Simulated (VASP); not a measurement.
# In (I4/mmm) in VASP: settings compared

Aim: see how the results for In move with the level of theory and the settings. Levels: PBEsol, LDA. Tasks: relaxation of cell and atoms.

Everything below comes from runs of VASP 6.6.1. Logs are shortened: lines on timing, memory, paths and dates and some standing lists are left out, and cuts for length are marked.

**1. The structure**

The structure is tetragonal, space group I4/mmm (No. 139). The conventional cell has a = 3.224 Å, b = 3.224 Å, c = 4.916 Å, α = 90.00°, β = 90.00°, γ = 90.00°. Around In (site symmetry 4/mmm) lie 12 In at 3.22 to 3.35 Å.

**2. Relaxation of cell and atoms, PBEsol**

Input file INCAR:

```
SYSTEM = In
PREC     = Accurate       ! precision mode
ENCUT    = 600            ! plane-wave cutoff, eV
EDIFF    = 1E-7           ! SCF threshold, eV
ISMEAR   = 1              ! smearing method
SIGMA    = 0.1            ! smearing width, eV
LREAL    = .FALSE.        ! projectors in reciprocal space
LASPH    = .TRUE.         ! aspherical terms in the spheres
NELM     = 80             ! most SCF steps
ALGO     = Normal         ! electronic algorithm
ISIF     = 3              ! what is computed and relaxed
LWAVE    = .FALSE.        ! write WAVECAR
LCHARG   = .FALSE.        ! write CHGCAR
GGA      = PS             ! functional
IBRION   = 2              ! ionic algorithm
NSW      = 90             ! ionic steps
EDIFFG   = -0.005         ! ionic threshold
KPAR     = 4
```

Input file KPOINTS:

```
Automatic mesh
0
G
  16 16 16
  0 0 0
```

Input file POSCAR:

```
In                                      
1.0
   -1.6119940467      1.6119940467      2.4580007294
    1.6119940467     -1.6119940467      2.4580007294
    1.6119940467      1.6119940467     -2.4580007294
  In            
     1
Direct
     0.0000000000000000    0.0000000000000000    0.0000000000000000
```

Potentials or basis: VASP PAW PBE potentials, release 64 (In_d).

Run with:

```sh
$ cat potpaw_PBE.64/In_d/POTCAR > POTCAR
$ mpirun -np 4 vasp_std > vasp.out
```

OUTCAR:

```text
SYSTEM = In
   PREC = Accurate
   ENCUT = 600
   EDIFF = 1E-7
   ISMEAR = 1
   LREAL = .FALSE.
   LASPH = .TRUE.
   NELM = 80
   ISIF = 3
   GGA = PS
   IBRION = 2
   NSW = 90
   EDIFFG = -0.005

 ion  position               nearest neighbor table
   1  0.000  0.000  0.000-

  LATTYP: Found a body centered tetragonal cell.
 ALAT       =     3.2239880934
 C/A-ratio  =     1.5248199796

  Lattice vectors:

 A1 = (  -1.6119940467,   1.6119940467,   2.4580007294)
 A2 = (   1.6119940467,  -1.6119940467,   2.4580007294)
 A3 = (   1.6119940467,   1.6119940467,  -2.4580007294)

Analysis of symmetry for initial positions (statically):
=====================================================================
 Subroutine PRICEL returns:
 Original cell was already a primitive cell.

 Routine SETGRP: Setting up the symmetry group for a
 body centered tetragonal supercell.

 Subroutine GETGRP returns: Found 16 space group operations
 (whereof 16 operations were pure point group operations)
 out of a pool of 16 trial point group operations.

The static configuration has the point symmetry D_4h.

Analysis of symmetry for dynamics (positions and initial velocities):
=====================================================================
 Subroutine PRICEL returns:
 Original cell was already a primitive cell.

 Routine SETGRP: Setting up the symmetry group for a
 body centered tetragonal supercell.

 Subroutine GETGRP returns: Found 16 space group operations
 (whereof 16 operations were pure point group operations)
 out of a pool of 16 trial point group operations.

The dynamic configuration has the point symmetry D_4h.

 Subroutine INISYM returns: Found 16 space group operations
 (whereof 16 operations are pure point group operations),
 and found     1 'primitive' translations

----------------------------------------------------------------------------------------

                                     Primitive cell

  volume of cell :      25.5487

  direct lattice vectors                    reciprocal lattice vectors
    -1.611994047  1.611994047  2.458000729     0.000000000  0.310174843  0.203417352
     1.611994047 -1.611994047  2.458000729     0.310174843  0.000000000  0.203417352
     1.611994047  1.611994047 -2.458000729     0.310174843  0.310174843  0.000000000

  length of vectors
     3.352434518  3.352434518  3.352434518     0.370927287  0.370927287  0.438653469

  position of ions in fractional coordinates (direct lattice)
     0.000000000  0.000000000  0.000000000

  ion indices of the primitive-cell ions
   primitive index   ion index
                 1           1

----------------------------------------------------------------------------------------

 KPOINTS: Automatic mesh

Automatic generation of k-mesh.
 Grid dimensions read from file:
 generate k-points for:   16   16   16

 Generating k-lattice:

  Cartesian coordinates                     Fractional coordinates (reciprocal lattice)
     0.000000000  0.019385928  0.012713585     0.062500000  0.000000000  0.000000000
     0.019385928  0.000000000  0.012713585     0.000000000  0.062500000  0.000000000
     0.019385928  0.019385928  0.000000000     0.000000000  0.000000000  0.062500000

  Length of vectors
     0.023182955  0.023182955  0.027415842

  Shift w.r.t. Gamma in fractional coordinates (k-lattice)
     0.000000000  0.000000000  0.000000000

 Subroutine IBZKPT returns following result:
 ===========================================

 Found    349 irreducible k-points:

 Following reciprocal coordinates:
            Coordinates               Weight
  0.000000  0.000000  0.000000      1.000000
  0.062500 -0.000000  0.000000      8.000000
  0.125000 -0.000000  0.000000      8.000000
  0.187500 -0.000000  0.000000      8.000000
  0.250000 -0.000000  0.000000      8.000000
  0.312500 -0.000000  0.000000      8.000000
[... 16 lines left out ...]
 -0.125000  0.062500  0.000000     16.000000
 -0.062500  0.062500  0.000000      4.000000
 [... further k-points ...]
   k-points           NKPTS =    349   k-points in BZ     NKDIM =    349   number of bands    NBANDS=     10
   number of dos      NEDOS =    301   number of ions     NIONS =      1
   total plane-waves  NPLWV =  21952
   dimension x,y,z NGX =    28 NGY =   28 NGZ =   28
   dimension x,y,z NGXF=    56 NGYF=   56 NGZF=   56
   ions per type =               1
   NGX,Y,Z   is equivalent  to a cutoff of  13.89, 13.89, 13.89 a.u.
   NGXF,Y,Z  is equivalent  to a cutoff of  27.77, 27.77, 27.77 a.u.
 SYSTEM =  In
   PREC   = accura    normal or accurate (medium, high low for compatibility)
   ISTART =      0    job   : 0-new  1-cont  2-samecut
   ICHARG =      2    charge: 1-file 2-atom 10-const
   ISPIN  =      1    spin polarized calculation?
   LNONCOLLINEAR =      F non collinear calculations
   LSORBIT =      F    spin-orbit coupling
   LASPH  =      T    aspherical Exc in radial PAW
   ENCUT  =  600.0 eV  44.10 Ry    6.64 a.u.   6.70  6.70  6.70*2*pi/ulx,y,z
   NELM   =     80;   NELMIN=  2; NELMDL= -5     # of ELM steps
   EDIFF  = 0.1E-06   stopping-criterion for ELM
   LREAL  =      F    real-space projection
   EDIFFG = -.5E-02   stopping-criterion for IOM
   NSW    =     90    number of steps for IOM
   IBRION =      2    ionic relax: 0-MD 1-quasi-New 2-CG
   NFREE  =      1    steps in history (QN), initial steepest desc. (CG)
   ISIF   =      3    stress and relaxation
   ISYM   =      2    0-nonsym 1-usesym 2-fastsym
   POTIM  = 0.5000    time-step for ionic-motion
   TEBEG  =    0.0;   TEEND  =   0.0 temperature during run
   PSTRESS=    0.0 pullay stress
   NELECT =      13.0000    total number of electrons
   NUPDOWN=      -1.0000    fix difference up-down
   EMIN   =  10.00;   EMAX   =-10.00  energy-range for DOS
   EFERMI =   0.00;   METHOD = LEGACY
   ISMEAR =     1;   SIGMA  =   0.10  broadening in eV -4-tet -1-fermi 0-gaus
   EFERMI_NEDOS =   21; number of points for ismear=-14 and -15
   IALGO  =     38    algorithm
   IMIX   =      4    mixing-type and parameters
     AMIX     =   0.40;   BMIX     =  1.00
     AMIX_MAG =   1.60;   BMIX_MAG =  1.00
  volume/ion in A,a.u.               =      25.55       172.41
  Fermi-wavevector in a.u.,A,eV,Ry     =   1.306972  2.469819 23.241147  1.708176
  Thomas-Fermi vector in A             =   2.437738
   LORBIT       =      0    0 simple, 1 ext, 2 COOP (PROOUT), +10 PAW based schemes
   GGA     = PS    functional components
   LHFCALC =     F    Hartree Fock is set to
   AEXX    =    0.0000 exact exchange contribution
   IVDW    =     0    specifies the selected vdW correction
   LEPSILON=     F    determine dielectric tensor
   LRPA    =     F    only Hartree local field effects (RPA)
 conjugate gradient relaxation of ions
 non-spin polarized calculation
 Methfessel and Paxton  Order N= 1 SIGMA  =   0.10
  energy-cutoff  :      600.00
  volume of cell :       25.55
 maximum number of plane-waves:       870
   NGX = 13   NGY = 13   NGZ = 13

--------------------------------------- Ionic step        1  -------------------------------------------

 number of electron      13.0000003 magnetization

 Free energy of the ion-electron system (eV)
  ---------------------------------------------------
  ext. energy  EPLUGINS =         0.00000000
  ---------------------------------------------------
  free energy    TOTEN  =        -2.98520786 eV

  energy without entropy =       -2.98529883  energy(sigma->0) =       -2.98523818

------------------------ aborting loop because EDIFF is reached ----------------------------------------

  FORCE on cell =-STRESS in cart. coord.  units (eV):
  Direction    XX          YY          ZZ          XY          YZ          ZX
  --------------------------------------------------------------------------------------
  -------------------------------------------------------------------------------------
  Total       -0.0092642     -0.0092642      0.0081608      0.0000000     -0.0000000      0.0000000
  in kB       -0.5809615     -0.5809615      0.5117703      0.0000000     -0.0000000      0.0000000
  external PRESSURE =      -0.2167175 kB  Pullay stress =       0.0000000 kB
[... 86 lines left out ...]
  FREE ENERGIE OF THE ION-ELECTRON SYSTEM (eV)
  ---------------------------------------------------
  free  energy   TOTEN  =        -2.9852415315 eV

  energy  without entropy=       -2.9851349209  energy(sigma->0) =       -2.98520599

[... ionic steps 4 to 24 ...]

--------------------------------------- Ionic step       25  -------------------------------------------

 number of electron      13.0000001 magnetization

------------------------ aborting loop because EDIFF is reached ----------------------------------------

  FORCE on cell =-STRESS in cart. coord.  units (eV):
  Direction    XX          YY          ZZ          XY          YZ          ZX
  --------------------------------------------------------------------------------------
  -------------------------------------------------------------------------------------
  Total        0.0078030      0.0078030     -0.0054039      0.0000000     -0.0000000     -0.0000000
  in kB        0.4897480      0.4897480     -0.3391740      0.0000000     -0.0000000     -0.0000000
  external PRESSURE =       0.2134407 kB  Pullay stress =       0.0000000 kB
[... 55 lines left out ...]
  energy  without entropy=       -2.9868682487  energy(sigma->0) =       -2.98666843

--------------------------------------- Ionic step       27  -------------------------------------------

 number of electron      13.0000001 magnetization

 Free energy of the ion-electron system (eV)
  ---------------------------------------------------
  ext. energy  EPLUGINS =         0.00000000
  ---------------------------------------------------
  free energy    TOTEN  =        -2.98657161 eV

  energy without entropy =       -2.98687208  energy(sigma->0) =       -2.98667177

 E-fermi :   7.6241     XC(G=0): -10.5209

 val. band max:        7.6020265695   @ k =  -0.3750   0.0625  -0.0000
 cond. band min:       7.6364677866   @ k =  -0.3750   0.3750   0.3750
 fundamental gap:      0.0344412171
 Fermi energy:         7.6241386249

 k-point     1 :       0.0000    0.0000    0.0000
  band No.  band energies     occupation
      1      -7.0579      2.00000
      2      -6.8848      2.00000
      3      -6.8848      2.00000
      4      -6.8467      2.00000
      5      -6.6815      2.00000
      6      -2.1037      2.00000
      7      18.3721      0.00000
      8      18.3721      0.00000
      9      18.5992      0.00000
     10      19.3382      0.00000
[... 287 lines left out ...]
 k-point    24 :      -0.0625    0.0625    0.0000
  band No.  band energies     occupation
      1      -7.0378      2.00000
      2      -6.8952      2.00000
      3      -6.8756      2.00000
      4      -6.8402      2.00000
      5      -6.6906      2.00000
      6      -1.9792      2.00000
      7      17.5659      0.00000
      8      17.8118      0.00000
      9      17.9029      0.00000
     10      18.7767      0.00000

 [... further k-points ...]

------------------------ aborting loop because EDIFF is reached ----------------------------------------

  FORCE on cell =-STRESS in cart. coord.  units (eV):
  Direction    XX          YY          ZZ          XY          YZ          ZX
  --------------------------------------------------------------------------------------
  -------------------------------------------------------------------------------------
  Total        0.0027148      0.0027148     -0.0046975      0.0000000     -0.0000000     -0.0000000
  in kB        0.1703319      0.1703319     -0.2947353      0.0000000     -0.0000000     -0.0000000
  external PRESSURE =       0.0153095 kB  Pullay stress =       0.0000000 kB
[... 16 lines left out ...]
  FREE ENERGIE OF THE ION-ELECTRON SYSTEM (eV)
  ---------------------------------------------------
  free  energy   TOTEN  =        -2.9865716117 eV

  energy  without entropy=       -2.9868720803  energy(sigma->0) =       -2.98667177

 reached required accuracy - stopping structural energy minimisation
```

Wall time 2.7 min (4 MPI ranks of Intel Xeon 6975P-C (Granite Rapids), shared host); peak memory 0.25 GiB.

What came out:

```
Free energy                            : -2.9866 eV
Relaxed volume                         : 25.54 Å³/atom
Relaxed cell                           : a = 3.375 Å, b = 3.375 Å, c = 3.375 Å, α = 123.62°, β = 123.62°, γ = 83.84°
Space group after relaxing (to 0.05 Å) : I4/mmm (No. 139)
Energy gained by relaxing              : 1.4 meV/atom
Ionic steps                            : 27
Pressure after relaxing                : 0.0 GPa
Band gap on the k mesh                 : none (metal or under the smearing width)
```

The path:
| step | energy change (eV) | largest force (eV/Å) | pressure (GPa) | volume (Å³) |
| --- | --- | --- | --- | --- |
| 1 | 0.0000 | 0.0000 | -0.02 | 25.55 |
| 2 | 0.0000 | 0.0000 | 0.01 | 25.54 |
| 3 | 0.0000 | 0.0000 | 0.09 | 25.50 |
| 4 | -0.0001 | 0.0000 | 0.22 | 25.42 |
| 5 | -0.0004 | 0.0000 | 0.51 | 25.27 |
| 6 | 0.0009 | 0.0000 | 1.14 | 24.95 |
| 7 | -0.0004 | 0.0000 | 0.59 | 25.22 |
| 8 | -0.0004 | 0.0000 | 0.66 | 25.19 |
| 9 | -0.0004 | 0.0000 | 0.64 | 25.20 |
| 10 | -0.0004 | 0.0000 | 0.64 | 25.20 |
| 11 | -0.0004 | 0.0000 | 0.64 | 25.20 |
| 12 | -0.0004 | 0.0000 | 0.64 | 25.19 |
| 13 | -0.0004 | 0.0000 | 0.65 | 25.19 |
| 14 | -0.0004 | 0.0000 | 0.67 | 25.18 |
| 15 | -0.0004 | 0.0000 | 0.67 | 25.17 |
| 16 | -0.0004 | 0.0000 | 0.67 | 25.18 |
| 17 | -0.0005 | 0.0000 | 0.67 | 25.18 |
| 18 | -0.0005 | 0.0000 | 0.66 | 25.19 |
| 19 | -0.0006 | 0.0000 | 0.63 | 25.20 |
| 20 | -0.0007 | 0.0000 | 0.57 | 25.23 |
| 21 | -0.0009 | 0.0000 | 0.47 | 25.28 |
| 22 | -0.0012 | 0.0000 | 0.26 | 25.39 |
| 23 | -0.0013 | 0.0000 | -0.11 | 25.60 |
| 24 | -0.0014 | 0.0000 | 0.04 | 25.52 |
| 25 | -0.0014 | 0.0000 | 0.02 | 25.53 |
| 26 | -0.0014 | 0.0000 | 0.01 | 25.53 |
| 27 | -0.0014 | 0.0000 | 0.00 | 25.54 |

Final structure:
```
CELL_PARAMETERS angstrom
-1.59436 1.59436 2.51137
1.59436 -1.59436 2.51137
1.59436 1.59436 -2.51137
ATOMIC_POSITIONS crystal
In 0.00000 0.00000 0.00000
```

Levels at points of the mesh, in eV from the Fermi level:
| k point | band 3 | band 4 | band 5 | band 6 | band 7 | band 8 | band 9 | band 10 |
| --- | --- | --- | --- | --- | --- | --- | --- | --- |
| (0.00, 0.00, 0.00) | -14.51 | -14.47 | -14.31 | -9.73 | 10.75 | 10.75 | 10.98 | 11.71 |
| (0.50, 0.00, 0.00) | -14.49 | -14.24 | -14.19 | -4.31 | -3.48 | 7.19 | 9.70 | 11.05 |
| (0.50, 0.50, 0.00) | -14.24 | -14.24 | -14.10 | -1.90 | -1.38 | 3.34 | 3.98 | 7.00 |
| (0.50, 0.50, 0.50) | -14.21 | -14.19 | -14.19 | -3.31 | -2.96 | 5.13 | 5.13 | 8.62 |

Caveat: the PAW data sets were made with another functional, which shifts forces and pressure a little.

[end of part 1 of 2]
